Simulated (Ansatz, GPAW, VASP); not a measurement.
One calculation of Ta, 3 ways

```
Ta
1.0
    -1.65128    1.65128    1.65128
     1.65128   -1.65128    1.65128
     1.65128    1.65128   -1.65128
Ta
1
Direct
  0.00000 0.00000 0.00000
```

Alike in all runs: task single point; functional LDA; k mesh 11 × 11 × 11; occupations gaussian, width 0.05 eV; no spin polarisation; no spin-orbit coupling. LDA stands for any of its common fits. Pressure is positive in compression and, in plane waves, holds the error of the finite cutoff.

| program and potentials | plane-wave cutoff (eV) | notes | pressure (GPa) |
| --- | --- | --- | --- |
| GPAW, the program's PAW data sets (release 1.2.1) made for this functional | 600 | - | ? |
| VASP, LDA PAW files Ta_sv_GW, 550 eV | 550 | - | -9.52 |
| Ansatz, all-electron LAPW, scalar-relativistic | - | - | -9.60 |

Question: Estimate from the other rows what the run with GPAW, the program's PAW data sets (release 1.2.1) made for this functional gave.

Answer: Pressure -9.64 GPa. The other rows, which needn't bracket it: pressure -9.60 to -9.52.
